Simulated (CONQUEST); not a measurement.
# NbP (I4_1md) in CONQUEST: equation of state

Aim: energy against volume of NbP in PBEsol, for its equilibrium volume and stiffness.

All numbers are computed with CONQUEST 1.3; they aren't measurements. Logs are shortened: lines on timing, memory, paths and dates and some standing lists are left out, and cuts for length are marked.

## Step 1: Starting point

It takes space group I4_1md (No. 109, tetragonal). The conventional cell has a = 3.350 Å, b = 3.350 Å, c = 11.480 Å, α = 90.00°, β = 90.00°, γ = 90.00°. Around Nb (site symmetry 2mm) lie 6 P at 2.55 Å. P (site symmetry 2mm) is surrounded by 6 Nb at 2.55 Å.

The cell is a database's computed one.

## Step 2: Equation of state, PBEsol, 15.14 Å³/atom (volume scaled by 0.94)

The input, Conquest_input:

```
IO.Title NbP
IO.Coordinates coords.dat
IO.FractionalAtomicCoords T
IO.Iprint 2
IO.Iprint_init 1
General.NumberOfSpecies 2
General.PseudopotentialType hamann
AtomMove.TypeOfRun static
AtomMove.FullStress T
Grid.PointsAlongX 32
Grid.PointsAlongY 32
Grid.PointsAlongZ 108
DM.SolutionMethod diagon
Diag.MPMesh T
Diag.GammaCentred T
Diag.MPMeshX 8
Diag.MPMeshY 8
Diag.MPMeshZ 3
Diag.kT 0.00183747
minE.SCTolerance 1e-6
SC.MaxIters 100
IO.AtomChargeOutput T
%block ChemicalSpeciesLabel
1 92.910 Nb
2 30.970 P
%endblock
```

The input, coords.dat:

```
    6.2010665593     0.0000000000     0.0000000000
    0.0000000000     6.2010665593     0.0000000000
    0.0000000000     0.0000000000    21.2515963118
8
  0.0000000000   0.5000000000   0.7498808000 1 T T T
  0.5000000000   0.0000000000   0.2498808000 1 T T T
  0.0000000000   0.0000000000   0.4998808000 1 T T T
  0.5000000000   0.5000000000   0.9998808000 1 T T T
  0.0000000000   0.5000000000   0.3327477700 2 T T T
  0.5000000000   0.0000000000   0.8327477700 2 T T T
  0.0000000000   0.0000000000   0.0827477700 2 T T T
  0.5000000000   0.5000000000   0.5827477700 2 T T T
```

Potentials or basis: PseudoDojo NC PBEsol, DZP, grid of 32 × 32 × 108 points.

Run with:

```bash
$ OMP_NUM_THREADS=1 Conquest
```

What it wrote:

```text
Simulation cell dimensions:     6.2011 a0 x     6.2011 a0 x    21.2516 a0

      Atomic coordinates (a0)
         Atom         X         Y         Z  Species
            1    0.0000    3.1005   15.9362        1
            2    3.1005    0.0000    5.3104        1
            3    0.0000    0.0000   10.6233        1
            4    3.1005    3.1005   21.2491        1
            5    0.0000    3.1005    7.0714        2
            6    3.1005    0.0000   17.6972        2
            7    0.0000    0.0000    1.7585        2
            8    3.1005    3.1005   12.3843        2

         Monkhorst-Pack mesh:   8 x   8 x   3 gamma-centred
        This calculation includes non-local pseudopotentials,
         with a maximum core radius of      8.30698119

    Job title: NbP
    Job to be run: static calculation

[... 5 lines left out ...]
      Using Fermi-Dirac smearing

    Integration grid size:     32 x   32 x  108

    Integration grid spacing:  0.194 a0 x 0.194 a0 x 0.197 a0

    Number of species:  2
    --------------------------------------------------------
    |   #  mass (au)  Charge (e)  SF Rad (a0)  NSF  Label  |
    --------------------------------------------------------
    |   1     92.910      13.000        8.658   19  Nb     |
    |   2     30.970       5.000        7.084   13  P      |
    --------------------------------------------------------
          SCF tolerance:                 0.00000100
          SCF iterations:               100

    LibXC version:  6. 2. 2
    Using the GGA functional Perdew, Burke & Ernzerhof SOL
    Using the GGA functional Perdew, Burke & Ernzerhof SOL

           radial cut-off to be used is taken to be max PAO cut-off radius for this species:    8.306981

           greatest ang. mom. for making density from PAOs:  2

           radial cut-off to be used is taken to be max PAO cut-off radius for this species:    6.725484

           greatest ang. mom. for making density from PAOs:  2
    Minimum blocs/proc is     1728. Maximum blocs/proc is     1728
    set_atom_dens: In set_atomic_density, electrons :      72.000000000000
 matrix_size & matrix_size_padH =          128         128

    Screened ion int: energy:    -202.205474326932 Ha

    new_SC_potl: Starting.  Tolerance:  0.10000E-05

    PulayMixSC: Starting Pulay mixing, A_up =  0.500 A_dn =  0.500
    PulayMixSC: Spin non-polarised calculation.
          Harris-Foulkes Energy            :      -277.108079880374362 Ha
          GroundState Energy (E-(1/2)TS)   :      -277.108308377094090 Ha
          Free Energy (E-TS)               :      -277.108536873813819 Ha
          DFT Total Energy                 :      -276.622712121541213 Ha
          Total number of electrons        :        72.000000000002828
    PulayMixSC: Pulay iteration     1 residual:              0.37373E-02
          Harris-Foulkes Energy            :      -276.977830902130904 Ha
          GroundState Energy (E-(1/2)TS)   :      -276.978115058325329 Ha
          Free Energy (E-TS)               :      -276.978399214519754 Ha
          DFT Total Energy                 :      -276.830110718381661 Ha
          Total number of electrons        :        72.000061578363002
    PulayMixSC: Pulay iteration     2 residual:              0.19735E-02
          Harris-Foulkes Energy            :      -276.933470507435629 Ha
          GroundState Energy (E-(1/2)TS)   :      -276.933758131884417 Ha
          Free Energy (E-TS)               :      -276.934045756333262 Ha
          DFT Total Energy                 :      -276.929712043037057 Ha
          Total number of electrons        :        72.000080200727211
    PulayMixSC: Pulay iteration     3 residual:              0.55729E-03
          Harris-Foulkes Energy            :      -276.931753884953423 Ha
          GroundState Energy (E-(1/2)TS)   :      -276.932062867975617 Ha
          Free Energy (E-TS)               :      -276.932371850997811 Ha
          DFT Total Energy                 :      -276.931212396756450 Ha
          Total number of electrons        :        72.000113450839848
    PulayMixSC: Pulay iteration     4 residual:              0.12702E-03
          Harris-Foulkes Energy            :      -276.931605133522680 Ha
          GroundState Energy (E-(1/2)TS)   :      -276.931905936895532 Ha
          Free Energy (E-TS)               :      -276.932206740268327 Ha
          DFT Total Energy                 :      -276.931506914063050 Ha
          Total number of electrons        :        72.000114614321177
    PulayMixSC: Pulay iteration     5 residual:              0.51770E-04
          Harris-Foulkes Energy            :      -276.931569276810251 Ha
          GroundState Energy (E-(1/2)TS)   :      -276.931872412973632 Ha
          Free Energy (E-TS)               :      -276.932175549137071 Ha
          DFT Total Energy                 :      -276.931569178767461 Ha
          Total number of electrons        :        72.000115989903705
    PulayMixSC: Pulay iteration     6 residual:              0.22549E-05
          Harris-Foulkes Energy            :      -276.931568908489169 Ha
          GroundState Energy (E-(1/2)TS)   :      -276.931872154914572 Ha
          Free Energy (E-TS)               :      -276.932175401339975 Ha
          DFT Total Energy                 :      -276.931568902132540 Ha
          Total number of electrons        :        72.000116270810651
    PulayMixSC: Pulay iteration     7 residual:              0.53336E-06
    PulayMixSC: Reached SCF tolerance of  0.53336E-06 after      7 iterations
      | Number of electrons      =        72.000116
      |* band energy as 2Tr[K.H] =       -66.394154170406779 Ha
      |  screened ion-ion energy =      -202.205474326931608 Ha
      |  Ha correction           =         3.249249490699559 Ha
      |  XC correction           =       -11.581141336639035 Ha
      | GS Energy as E-(1/2)TS   =      -276.931872154914572 Ha
      | Free Energy as E-TS      =      -276.932175401339975 Ha
      |* Harris-Foulkes energy   =      -276.931568908489169 Ha
      |* DFT total energy        =      -276.931568902132540 Ha
      |  estimated accuracy      =        -0.000000006356629 Ha

    force: Forces on atoms (Ha/a0)
    force:  Atom   X              Y              Z
    force:     1  -0.0000000000   0.0000000000   0.0013055799
    force:     2   0.0000000000   0.0000000000   0.0013055941
    force:     3   0.0000000000  -0.0000000000   0.0013055828
    force:     4   0.0000000000   0.0000000000   0.0013055911
    force:     5   0.0000000000  -0.0000000000  -0.0011206948
    force:     6   0.0000000000  -0.0000000000  -0.0011206968
    force:     7   0.0000000000  -0.0000000000  -0.0011206940
    force:     8   0.0000000000   0.0000000000  -0.0011206976

    force: Maximum force :        0.00130559(Ha/a0) on atom         2 in z direction
    force: Force Residual:        0.00121666 Ha/a0
    force: Total stress:        -10.14190462     0.00000000     0.00000000 GPa
                             0.00000000   -10.14190462    -0.00000000
                             0.00000000     0.00000000    -7.05904508
    force: Average pressure:      9.11428477 GPa

    force: Finished force
    get_E_and_F: Change in energy during last step of electronic optimisation:  0.36832E-06

    BIBLIOGRAPHY: Please consider citing the following references in the conquest.bib file

    CONQUEST:         Bowler2002pt, Miyazaki2004, Nakata2020
    Basis:            Bowler2019
    DM:               Bowler:2006xr
    Pseudopotentials: Hamann2013, Bowler2019
    XC references from LibXC:
```

It took 2.7 min on 1 thread of Intel Xeon Platinum 8488C (Sapphire Rapids), shared host; peak memory 1.5 GiB.

What came out:

- Free energy: -7535.7084 eV
- Pressure: 9.1 GPa
- Largest force: 0.067 eV/Å
- Band gap on the k mesh: none (metal or under the smearing width)
- Mulliken charges: Nb +0.77; P -0.77 e

Caveat: Mulliken charges move with the basis; the basis of atomic orbitals isn't converged, which shifts pressures, moduli and gaps.

## Step 3: Equation of state, PBEsol, 15.46 Å³/atom (volume scaled by 0.96)

Conquest_input is that of step 2.

Edit coords.dat of step 2 so:

```diff
@@ -1,4 +1,4 @@
-    6.2010665593     0.0000000000     0.0000000000
-    0.0000000000     6.2010665593     0.0000000000
-    0.0000000000     0.0000000000    21.2515963118
+    6.2447374812     0.0000000000     0.0000000000
+    0.0000000000     6.2447374812     0.0000000000
+    0.0000000000     0.0000000000    21.4012603717
 8
```

Potentials or basis: PseudoDojo NC PBEsol, DZP, grid of 32 × 32 × 108 points.

Run with:

```bash
$ OMP_NUM_THREADS=1 Conquest
```

It took 2.4 min on 1 thread of Intel Xeon Platinum 8488C (Sapphire Rapids), shared host; peak memory 1.4 GiB.

It converged, with:

```yaml
Free_energy: -7535.8121 eV
Pressure: 4.1 GPa
Largest_force: 0.054 eV/Å
Band_gap_on_the_k_mesh: none (metal or under the smearing width)
Mulliken_charges: Nb +0.74; P -0.74 e
```

Caveat: Mulliken charges move with the basis; the basis of atomic orbitals isn't converged, which shifts pressures, moduli and gaps.

## Step 4: Equation of state, PBEsol, 15.78 Å³/atom (volume scaled by 0.98)

Conquest_input is that of step 3.

Edit coords.dat of step 3 so:

```diff
@@ -1,4 +1,4 @@
-    6.2447374812     0.0000000000     0.0000000000
-    0.0000000000     6.2447374812     0.0000000000
-    0.0000000000     0.0000000000    21.4012603717
+    6.2878059970     0.0000000000     0.0000000000
+    0.0000000000     6.2878059970     0.0000000000
+    0.0000000000     0.0000000000    21.5488599349
 8
```

Run with:

```bash
$ OMP_NUM_THREADS=1 Conquest
```

Run time: 2.4 min. Hardware: 1 thread of Intel Xeon Platinum 8488C (Sapphire Rapids), shared host; peak memory 1.4 GiB.

The run converged. Its results:

```
Free energy            : -7535.8418 eV
Pressure               : -0.3 GPa
Band gap on the k mesh : none (metal or under the smearing width)
Mulliken charges       : Nb +0.72; P -0.72 e
```

Caveat: Mulliken charges move with the basis; the real-space grid is too coarse here: the forces don't sum to zero and aren't listed, and the energy moves when atoms move against the grid; the basis of atomic orbitals isn't converged, which shifts pressures, moduli and gaps.

## Step 5: Equation of state, PBEsol, 16.10 Å³/atom

Conquest_input is that of step 4.

Edit coords.dat of step 4 so:

```diff
@@ -1,4 +1,4 @@
-    6.2878059970     0.0000000000     0.0000000000
-    0.0000000000     6.2878059970     0.0000000000
-    0.0000000000     0.0000000000    21.5488599349
+    6.3302924615     0.0000000000     0.0000000000
+    0.0000000000     6.3302924615     0.0000000000
+    0.0000000000     0.0000000000    21.6944647567
 8
```

Run with:

```bash
$ OMP_NUM_THREADS=1 Conquest
```

Wall time 2.5 min (1 thread of Intel Xeon Platinum 8488C (Sapphire Rapids), shared host); peak memory 1.4 GiB.

It converged, with:

```
Free energy            : -7535.8021 eV
Pressure               : -4.3 GPa
Largest force          : 0.038 eV/Å
Band gap on the k mesh : none (metal or under the smearing width)
Mulliken charges       : Nb +0.69; P -0.69 e
```

Caveat: Mulliken charges move with the basis; the basis of atomic orbitals isn't converged, which shifts pressures, moduli and gaps.

## Step 6: Equation of state, PBEsol, 16.43 Å³/atom (volume scaled by 1.02)

Conquest_input is that of step 5.

Edit coords.dat of step 5 so:

```diff
@@ -1,4 +1,4 @@
-    6.3302924615     0.0000000000     0.0000000000
-    0.0000000000     6.3302924615     0.0000000000
-    0.0000000000     0.0000000000    21.6944647567
+    6.3722161499     0.0000000000     0.0000000000
+    0.0000000000     6.3722161499     0.0000000000
+    0.0000000000     0.0000000000    21.8381408959
 8
```

Potentials or basis: PseudoDojo NC PBEsol, DZP, grid of 32 × 32 × 108 points.

Run with:

```bash
$ OMP_NUM_THREADS=1 Conquest
```

Run time: 2.4 min. Hardware: 1 thread of Intel Xeon Platinum 8488C (Sapphire Rapids), shared host; peak memory 1.4 GiB.

Results (log left out):

| Property | Result |
| --- | --- |
| Free energy | -7535.7030 eV |
| Pressure | -7.8 GPa |
| Largest force | 0.038 eV/Å |
| Band gap on the k mesh | none (metal or under the smearing width) |
| Mulliken charges | Nb +0.66; P -0.66 e |

Caveat: Mulliken charges move with the basis; the basis of atomic orbitals isn't converged, which shifts pressures, moduli and gaps.

## Step 7: Equation of state, PBEsol, 16.75 Å³/atom (volume scaled by 1.04)

Conquest_input is that of step 6.

Edit coords.dat of step 6 so:

```diff
@@ -1,4 +1,4 @@
-    6.3722161499     0.0000000000     0.0000000000
-    0.0000000000     6.3722161499     0.0000000000
-    0.0000000000     0.0000000000    21.8381408959
+    6.4135953363     0.0000000000     0.0000000000
+    0.0000000000     6.4135953363     0.0000000000
+    0.0000000000     0.0000000000    21.9799509791
 8
```

Run with:

```bash
$ OMP_NUM_THREADS=1 Conquest
```

It took 2.3 min on 1 thread of Intel Xeon Platinum 8488C (Sapphire Rapids), shared host; peak memory 1.4 GiB.

Results (log left out):

```yaml
Free_energy: -7535.5507 eV
Pressure: -11.1 GPa
Largest_force: 0.025 eV/Å
Band_gap_on_the_k_mesh: none (metal or under the smearing width)
Mulliken_charges: Nb +0.63; P -0.63 e
```

Caveat: Mulliken charges move with the basis; the basis of atomic orbitals isn't converged, which shifts pressures, moduli and gaps.

## Step 8: Equation of state, PBEsol, 17.07 Å³/atom (volume scaled by 1.06)

Conquest_input is that of step 7.

Edit coords.dat of step 7 so:

```diff
@@ -1,4 +1,4 @@
-    6.4135953363     0.0000000000     0.0000000000
-    0.0000000000     6.4135953363     0.0000000000
-    0.0000000000     0.0000000000    21.9799509791
+    6.4544473634     0.0000000000     0.0000000000
+    0.0000000000     6.4544473634     0.0000000000
+    0.0000000000     0.0000000000    22.1199544416
 8
```

Run with:

```bash
$ OMP_NUM_THREADS=1 Conquest
```

Wall time 2.3 min (1 thread of Intel Xeon Platinum 8488C (Sapphire Rapids), shared host); peak memory 1.3 GiB.

It converged, with:

| Item | Value |
| --- | --- |
| Free energy | -7535.3480 eV |
| Pressure | -14.0 GPa |
| Largest force | 0.017 eV/Å |
| Band gap on the k mesh | none (metal or under the smearing width) |
| Mulliken charges | Nb +0.60; P -0.60 e |

Caveat: Mulliken charges move with the basis; the basis of atomic orbitals isn't converged, which shifts pressures, moduli and gaps.

## Step 9: Equation of state, PBEsol

Potentials or basis: PseudoDojo NC PBEsol, DZP, grid of 32 × 32 × 108 points.

No new run: the results of the series are fitted here.

Results:

```
Equilibrium volume                        : 15.75 Å³/atom
Bulk modulus at fixed shape and positions : 207 GPa
Pressure derivative of the bulk modulus   : 4.4
```

Energy against volume, from the lowest point:
```
volume (Å³/atom)  energy (meV/atom)
          15.137              16.68
          15.459               3.71
          15.781               0.00
          16.103               4.96
          16.425              17.35
          16.747              36.38
          17.069              61.72
```

Caveat: the DZP basis gives volumes some 2 % larger than converged bases do, and moduli off by several per cent; the cell was scaled at fixed shape and fractional positions, which overstates the stiffness of a crystal with free parameters, most of all of layers and chains; the basis of atomic orbitals isn't converged, which shifts pressures, moduli and gaps.
